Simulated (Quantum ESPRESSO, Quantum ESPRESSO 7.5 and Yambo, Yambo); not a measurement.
# Quasiparticle gap of CdS (Hawleyite) in Yambo

Wanted: ground state, empty states, screening and self-energy for CdS (Hawleyite).

Main program and level: Quantum ESPRESSO 7.5 and Yambo 5.3.0; PBE and many-body steps on it, plane waves.

**What was measured.**

- Gap 2.42 eV: optical gap from inflexion point of photoacoustic spectrum, as-grown film; photoacoustic spectroscopy; film (as-grown chemical bath deposited film, about 0.25 um thick, deposited at 80 C) (“Study of the band--gap shift in CdS films: Influence of thermal annealing in different atmospheres”, 1995, arxiv:cond-mat/9501125).

## 1. Set-up

The structure is cubic, space group F-43m (No. 216). Conventional cell: a = 5.833 Å, b = 5.833 Å, c = 5.833 Å, α = 90.00°, β = 90.00°, γ = 90.00°. Cd has 4 S at 2.53 Å nearest. S has 4 Cd at 2.53 Å nearest. Farther neighbours and most contacts between anions are not listed.

The cell and positions come from the Crystallography Open Database and are kept as given unless a step says otherwise.

## 2. Ground state

This step: Quantum ESPRESSO 7.5; DFT, PBE, plane waves, norm-conserving pseudopotentials.

The ground-state density comes first.

pw.in reads:

```
&control
  calculation = 'scf'
  prefix = 'x'
  outdir = 'o'
  pseudo_dir = 'pseudo'
/
&system
  ibrav = 0
  nat = 2
  ntyp = 2
  ecutwfc = 94.0
  nbnd = 18
  force_symmorphic = .true.
/
&electrons
  conv_thr = 1e-10
  electron_maxstep = 80
  mixing_beta = 0.5
/
ATOMIC_SPECIES
  Cd 112.41 Cd.upf
  S 32.06 S.upf
CELL_PARAMETERS angstrom
  -0.0000000000 2.9165000000 2.9165000000
  2.9165000000 -0.0000000000 2.9165000000
  2.9165000000 2.9165000000 -0.0000000000
ATOMIC_POSITIONS crystal
  Cd 0.0000000000 0.0000000000 0.0000000000
  S 0.2500000000 0.2500000000 0.2500000000
K_POINTS automatic
  6 6 6 0 0 0
```

On the command line:

```bash
> OMP_NUM_THREADS=1 mpirun -n 4 pw.x -nk 4 -in pw.in > pw.out
```

Output:

```text
Program PWSCF v.7.5 starts

     This program is part of the open-source Quantum ESPRESSO suite
     for quantum simulation of materials; please cite
         "P. Giannozzi et al., J. Phys.:Condens. Matter 21 395502 (2009);
         "P. Giannozzi et al., J. Phys.:Condens. Matter 29 465901 (2017);
         "P. Giannozzi et al., J. Chem. Phys. 152 154105 (2020);
     in publications or presentations arising from this work. More details at
     Message from routine setup:
     using ibrav=0 with symmetry is DISCOURAGED, use correct ibrav instead

     G-vector sticks info

     bravais-lattice index     =            0
     lattice parameter (alat)  =       7.7943  a.u.
     unit-cell volume          =     334.8209 (a.u.)^3
     number of atoms/cell      =            2
     number of atomic types    =            2
     number of electrons       =        26.00
     number of Kohn-Sham states=           18
     kinetic-energy cutoff     =      94.0000  Ry
     charge density cutoff     =     376.0000  Ry
     scf convergence threshold =      1.0E-10
     mixing beta               =       0.5000
     number of iterations used =            8  plain     mixing
     Exchange-correlation= PBE
                           (   1   4   3   4   0   0   0)

     celldm(1)=   7.794277  celldm(2)=   0.000000  celldm(3)=   0.000000
     celldm(4)=   0.000000  celldm(5)=   0.000000  celldm(6)=   0.000000

     crystal axes: (cart. coord. in units of alat)
               a(1) = (  -0.000000   0.707107   0.707107 )
               a(2) = (   0.707107  -0.000000   0.707107 )
               a(3) = (   0.707107   0.707107  -0.000000 )

     reciprocal axes: (cart. coord. in units 2 pi/alat)
               b(1) = ( -0.707107  0.707107  0.707107 )
               b(2) = (  0.707107 -0.707107  0.707107 )
               b(3) = (  0.707107  0.707107 -0.707107 )
     Pseudo is Norm-conserving + core correction, Zval = 20.0
     Generated using ONCVPSP code by D. R. Hamann
     Using radial grid of 1368 points,  6 beta functions with:
     Pseudo is Norm-conserving + core correction, Zval =  6.0
     Generated using ONCVPSP code by D. R. Hamann
     Using radial grid of 1146 points,  6 beta functions with:
     Cd               20.00   112.41000     Cd( 1.00)
     S                 6.00    32.06000     S ( 1.00)

     24 Sym. Ops. (no inversion) found

   Cartesian axes

     site n.     atom                  positions (alat units)
         1        Cd     tau(   1) = (   0.0000000   0.0000000   0.0000000  )
         2        S      tau(   2) = (   0.3535534   0.3535534   0.3535534  )

     number of k points=    16
                       cart. coord. in units 2pi/alat
        k(    1) = (   0.0000000   0.0000000   0.0000000), wk =   0.0092593
        k(    2) = (   0.1178511   0.1178511  -0.1178511), wk =   0.0740741
        k(    3) = (   0.2357023   0.2357023  -0.2357023), wk =   0.0740741
        k(    4) = (  -0.3535534  -0.3535534   0.3535534), wk =   0.0370370
        k(    5) = (   0.2357023   0.0000000  -0.0000000), wk =   0.0555556
        k(    6) = (   0.3535534   0.1178511  -0.1178511), wk =   0.2222222
        k(    7) = (  -0.2357023  -0.4714045   0.4714045), wk =   0.2222222
        k(    8) = (  -0.1178511  -0.3535534   0.3535534), wk =   0.2222222
        k(    9) = (   0.0000000  -0.2357023   0.2357023), wk =   0.1111111
        k(   10) = (   0.4714045   0.0000000  -0.0000000), wk =   0.0555556
     [... 4 further rows ...]
        k(   15) = (  -0.1178511  -0.3535534   0.5892557), wk =   0.2222222
        k(   16) = (  -0.7071068   0.2357023   0.0000000), wk =   0.1111111

     Dense  grid:    41151 G-vectors     FFT dimensions: (  50,  50,  50)

     Initial potential from superposition of free atoms

     starting charge      25.9997, renormalised to      26.0000
     Starting wfcs are   14 randomized atomic wfcs +    4 random wfcs

     per-process dynamical memory:    35.4 Mb

     Self-consistent Calculation

     iteration #  1     ecut=    94.00 Ry     beta= 0.50

     Threshold (ethr) on eigenvalues was too large:
     Diagonalizing with lowered threshold

     total energy              =    -372.79997454 Ry
     estimated scf accuracy    <       0.12501800 Ry

     iteration #  2     ecut=    94.00 Ry     beta= 0.50

     total energy              =    -372.83205511 Ry
     estimated scf accuracy    <       0.01169650 Ry

     iteration #  3     ecut=    94.00 Ry     beta= 0.50

     total energy              =    -372.83385169 Ry
     estimated scf accuracy    <       0.00115327 Ry

     iteration #  4     ecut=    94.00 Ry     beta= 0.50

     total energy              =    -372.83393484 Ry
     estimated scf accuracy    <       0.00004889 Ry

     iteration #  5     ecut=    94.00 Ry     beta= 0.50

     total energy              =    -372.83394347 Ry
     estimated scf accuracy    <       0.00000207 Ry

     iteration #  6     ecut=    94.00 Ry     beta= 0.50

     total energy              =    -372.83394403 Ry
     estimated scf accuracy    <       0.00000019 Ry

     iteration #  7     ecut=    94.00 Ry     beta= 0.50

     total energy              =    -372.83394409 Ry
     estimated scf accuracy    <       0.00000009 Ry

     iteration #  8     ecut=    94.00 Ry     beta= 0.50

     total energy              =    -372.83394412 Ry
     estimated scf accuracy    <          6.5E-09 Ry

     iteration #  9     ecut=    94.00 Ry     beta= 0.50

     total energy              =    -372.83394412 Ry
     estimated scf accuracy    <          3.0E-09 Ry

     iteration # 10     ecut=    94.00 Ry     beta= 0.50

     End of self-consistent calculation

          k = 0.0000 0.0000 0.0000 (  5065 PWs)   bands (ev):

   -94.3754 -55.4395 -55.4395 -55.4395  -5.3823  -0.7406  -0.7406  -0.7406
    -0.2616  -0.2616   6.9820   6.9820   6.9820   8.1268  13.5132  13.5132
    13.5132  18.3635

          k = 0.1179 0.1179-0.1179 (  5101 PWs)   bands (ev):

   -94.3755 -55.4396 -55.4395 -55.4395  -5.2758  -0.7029  -0.7029  -0.6409
    -0.2624  -0.2624   5.4756   6.7776   6.7776   9.2894  13.1739  13.8285
    13.8285  17.6039

          k = 0.2357 0.2357-0.2357 (  5135 PWs)   bands (ev):

   -94.3755 -55.4400 -55.4396 -55.4396  -5.0615  -0.6415  -0.6415  -0.2701
    -0.2449  -0.2449   3.5827   6.4053   6.4053   9.9595  13.6990  14.0554
    14.0554  17.9979

          k =-0.3536-0.3536 0.3536 (  5168 PWs)   bands (ev):

     [... further k-points ...]

     highest occupied, lowest unoccupied level (ev):     6.9820    8.1268

!    total energy              =    -372.83394412 Ry
     estimated scf accuracy    <          8.5E-11 Ry

     The total energy is the sum of the following terms:
     one-electron contribution =    -249.52342355 Ry
     hartree contribution      =     130.35024927 Ry
     xc contribution           =     -54.84831135 Ry
     ewald contribution        =    -198.81245849 Ry

     convergence has been achieved in  10 iterations

     XML data file, charge density, pseudopotentials, collected wavefunctions

=------------------------------------------------------------------------------=
   JOB DONE.
=------------------------------------------------------------------------------=
```

The job ended after 9 s (4 MPI ranks of Arm Neoverse V1, shared host; peak memory 0.29 GiB; 36 s of CPU time).

This step gave:

```
total energy               : -5072.6642 eV
gap                        : 1.145 eV
k of the valence top       : 0, 0, 0
k of the conduction bottom : 0, 0, 0
least direct gap           : 1.145 eV
```

The gap is direct, at Γ.

## 3. Bands along the symmetry lines

Levels along a band path, at the cheap level, show where the edges lie and whether the meshes to come will hold them.

pw.in reads:

```
&control
  calculation = 'bands'
  prefix = 'x'
  outdir = 'o'
  pseudo_dir = 'pseudo'
/
&system
  ibrav = 0
  nat = 2
  ntyp = 2
  ecutwfc = 94.0
  nbnd = 19
  force_symmorphic = .true.
/
&electrons
  conv_thr = 1e-9
  electron_maxstep = 80
  diago_full_acc = .true.
  diago_thr_init = 5e-6
/
ATOMIC_SPECIES
  Cd 112.41 Cd.upf
  S 32.06 S.upf
CELL_PARAMETERS angstrom
  -0.0000000000 2.9165000000 2.9165000000
  2.9165000000 -0.0000000000 2.9165000000
  2.9165000000 2.9165000000 -0.0000000000
ATOMIC_POSITIONS crystal
  Cd 0.0000000000 0.0000000000 0.0000000000
  S 0.2500000000 0.2500000000 0.2500000000
K_POINTS crystal
  50
  0.00000000 0.00000000 0.00000000 1
  -0.06250000 -0.06250000 0.00000000 1
  -0.12500000 -0.12500000 0.00000000 1
  -0.18750000 -0.18750000 0.00000000 1
  -0.25000000 -0.25000000 0.00000000 1
  -0.31250000 -0.31250000 0.00000000 1
  -0.37500000 -0.37500000 0.00000000 1
  -0.43750000 -0.43750000 0.00000000 1
  -0.50000000 -0.50000000 0.00000000 1
  -0.48437500 -0.48437500 0.03125000 1
  -0.46875000 -0.46875000 0.06250000 1
  -0.45312500 -0.45312500 0.09375000 1
  -0.43750000 -0.43750000 0.12500000 1
  -0.42187500 -0.42187500 0.15625000 1
  -0.40625000 -0.40625000 0.18750000 1
  -0.39062500 -0.39062500 0.21875000 1
  -0.37500000 -0.37500000 0.25000000 1
  -0.37500000 0.00000000 0.37500000 1
  -0.32812500 0.00000000 0.32812500 1
  -0.28125000 0.00000000 0.28125000 1
  -0.23437500 0.00000000 0.23437500 1
  -0.18750000 0.00000000 0.18750000 1
  -0.14062500 0.00000000 0.14062500 1
  -0.09375000 0.00000000 0.09375000 1
  -0.04687500 0.00000000 0.04687500 1
  0.00000000 0.00000000 0.00000000 1
  0.00000000 0.00000000 0.06250000 1
  0.00000000 0.00000000 0.12500000 1
  0.00000000 0.00000000 0.18750000 1
  0.00000000 0.00000000 0.25000000 1
  0.00000000 0.00000000 0.31250000 1
  0.00000000 0.00000000 0.37500000 1
  0.00000000 0.00000000 0.43750000 1
  0.00000000 0.00000000 0.50000000 1
  -0.06250000 -0.03125000 0.46875000 1
  -0.12500000 -0.06250000 0.43750000 1
  -0.18750000 -0.09375000 0.40625000 1
  -0.25000000 -0.12500000 0.37500000 1
  -0.31250000 -0.15625000 0.34375000 1
  -0.37500000 -0.18750000 0.31250000 1
  -0.43750000 -0.21875000 0.28125000 1
  -0.50000000 -0.25000000 0.25000000 1
  -0.50000000 -0.28125000 0.21875000 1
  -0.50000000 -0.31250000 0.18750000 1
  -0.50000000 -0.34375000 0.15625000 1
  -0.50000000 -0.37500000 0.12500000 1
  -0.50000000 -0.40625000 0.09375000 1
  -0.50000000 -0.43750000 0.06250000 1
  -0.50000000 -0.46875000 0.03125000 1
  -0.50000000 -0.50000000 0.00000000 1
```

Output:

```text
[banner, memory and clock lines left out]
Program PWSCF v.7.5 starts

     Atomic positions and unit cell read from directory:
     o/x.save/

     Message from routine setup:
     using ibrav=0 with symmetry is DISCOURAGED, use correct ibrav instead

     G-vector sticks info

     bravais-lattice index     =            0
     lattice parameter (alat)  =       7.7943  a.u.
     unit-cell volume          =     334.8209 (a.u.)^3
     number of atoms/cell      =            2
     number of atomic types    =            2
     number of electrons       =        26.00
     number of Kohn-Sham states=           19
     kinetic-energy cutoff     =      94.0000  Ry
     charge density cutoff     =     376.0000  Ry
     Exchange-correlation= PBE
                           (   1   4   3   4   0   0   0)

     celldm(1)=   7.794277  celldm(2)=   0.000000  celldm(3)=   0.000000
     celldm(4)=   0.000000  celldm(5)=   0.000000  celldm(6)=   0.000000

     crystal axes: (cart. coord. in units of alat)
               a(1) = (  -0.000000   0.707107   0.707107 )
               a(2) = (   0.707107  -0.000000   0.707107 )
               a(3) = (   0.707107   0.707107  -0.000000 )

     reciprocal axes: (cart. coord. in units 2 pi/alat)
               b(1) = ( -0.707107  0.707107  0.707107 )
               b(2) = (  0.707107 -0.707107  0.707107 )
               b(3) = (  0.707107  0.707107 -0.707107 )
     Pseudo is Norm-conserving + core correction, Zval = 20.0
     Generated using ONCVPSP code by D. R. Hamann
     Using radial grid of 1368 points,  6 beta functions with:
     Pseudo is Norm-conserving + core correction, Zval =  6.0
     Generated using ONCVPSP code by D. R. Hamann
     Using radial grid of 1146 points,  6 beta functions with:
     Cd               20.00   112.41000     Cd( 1.00)
     S                 6.00    32.06000     S ( 1.00)

     24 Sym. Ops. (no inversion) found

   Cartesian axes

     site n.     atom                  positions (alat units)
         1        Cd     tau(   1) = (   0.0000000   0.0000000   0.0000000  )
         2        S      tau(   2) = (   0.3535534   0.3535534   0.3535534  )

     number of k points=    50
                       cart. coord. in units 2pi/alat
        k(    1) = (   0.0000000   0.0000000   0.0000000), wk =   0.0400000
        k(    2) = (   0.0000000   0.0000000  -0.0883883), wk =   0.0400000
        k(    3) = (   0.0000000   0.0000000  -0.1767767), wk =   0.0400000
[...]
[... 38 further rows ...]
        k(   49) = (   0.0441942  -0.0000000  -0.7071068), wk =   0.0400000
        k(   50) = (   0.0000000   0.0000000  -0.7071068), wk =   0.0400000

     Dense  grid:    41151 G-vectors     FFT dimensions: (  50,  50,  50)

     The potential is recalculated from file :
     o/x.save/charge-density

     Starting wfcs are   14 randomized atomic wfcs +    5 random wfcs

     Band Structure Calculation

     End of band structure calculation

          k = 0.0000 0.0000 0.0000 (  5065 PWs)   bands (ev):

   -94.3756 -55.4396 -55.4396 -55.4396  -5.3823  -0.7407  -0.7407  -0.7407
    -0.2617  -0.2617   6.9821   6.9821   6.9821   8.1268  13.5132  13.5133
    13.5133  18.3635  18.3637

          k = 0.0000 0.0000-0.0884 (  5101 PWs)   bands (ev):

   -94.3756 -55.4397 -55.4396 -55.4396  -5.3608  -0.7303  -0.7294  -0.7294
[...]
13.6301  17.7952  18.3848

          k = 0.0000 0.0000-0.1768 (  5109 PWs)   bands (ev):

[...]
13.9615  16.8013  18.4471

          k =-0.0000 0.0000-0.2652 (  5117 PWs)   bands (ev):

[...]
k = 0.0000 0.0000-0.3536 (  5105 PWs)   bands (ev):

[...]
k = 0.0000-0.0000-0.4419 (  5149 PWs)   bands (ev):

[...]
k =-0.0000 0.0000-0.5303 (  5157 PWs)   bands (ev):

[...]
k = 0.0000-0.0000-0.6187 (  5161 PWs)   bands (ev):

[...]
k = 0.5303-0.0000-0.5303 (  5174 PWs)   bands (ev):

[...]
k = 0.0000 0.0000 0.0000 (  5065 PWs)   bands (ev):

[...]
k = 0.1326 0.0000-0.7071 (  5162 PWs)   bands (ev):

[...]
k = 0.0884-0.0000-0.7071 (  5158 PWs)   bands (ev):

[...]
k = 0.0442-0.0000-0.7071 (  5146 PWs)   bands (ev):

[...]
17.5480  17.7680  19.1993

          k = 0.0000 0.0000-0.7071 (  5138 PWs)   bands (ev):

   -94.3756 -55.4403 -55.4399 -55.4399  -4.8230  -0.5275  -0.3917  -0.3917
    -0.1747   0.1830   3.0356   5.1070   5.1070  10.5405  11.3369  16.1804
    17.7552  17.7552  19.0782

     XML data file, pseudopotentials, collected wavefunctions
```

It took 7.8 s on 4 MPI ranks; peak memory 0.25 GiB; 31 s of CPU time.

This step gave:

```
gap                        : 1.145 eV
k of the valence top       : 0, 0, 0
k of the conduction bottom : 0, 0, 0
least direct gap           : 1.145 eV
```

The gap is 1.145 eV, as in the run before at this level.

The electronic bands at the labelled points (eV, zero at the top of the highest filled band):

```
    point  band 10  band 11  band 12  band 13  band 14  band 15  band 16  band 17
        Γ    -7.24     0.00     0.00     0.00     1.14     6.53     6.53     6.53
  halfway    -7.20    -2.31    -1.02    -1.02     3.59     4.82     8.12     8.12
        X    -6.80    -3.95    -1.88    -1.88     3.56     4.35     9.20    10.77
  halfway    -6.74    -3.94    -2.15    -1.78     3.85     4.66     8.94    10.01
        U    -6.67    -3.93    -2.53    -1.52     4.24     5.45     8.48     9.01
jump to K    -6.67    -3.93    -2.53    -1.52     4.24     5.45     8.48     9.01
  halfway    -7.19    -2.75    -1.36    -0.42     3.61     6.10     6.75     7.27
        Γ    -7.24     0.00     0.00     0.00     1.14     6.53     6.53     6.53
  halfway    -7.24    -2.49    -0.40    -0.40     2.78     6.28     7.03     7.03
        L    -6.86    -4.39    -0.75    -0.75     3.01     7.00     7.00     7.46
  halfway    -6.75    -4.11    -1.93    -1.22     4.38     5.81     7.21     8.35
        W    -6.61    -3.89    -2.26    -2.18     5.42     5.43     7.23     8.04
  halfway    -6.70    -3.92    -2.08    -2.03     4.26     4.83     8.67     8.94
        X    -6.80    -3.95    -1.88    -1.88     3.56     4.35     9.20    10.77
```

(Part 1 of 2 ends here.)

[Paths, hosts, dates, memory and timing lines, banners, echoed tables and standing remarks are left out of the program output.]

[Logs are printed without paths, hosts, clocks, repeated set-up lines and the standing remarks that a program may print on its own settings, such as how far it seeks lower states.]

[Runs of the session that timed out or met a known fault of the program may be left out.]

[Hosts, paths, dates, database ids (printed as entryN), source tags and the programs' standing remarks are cut or masked in the printed files.]
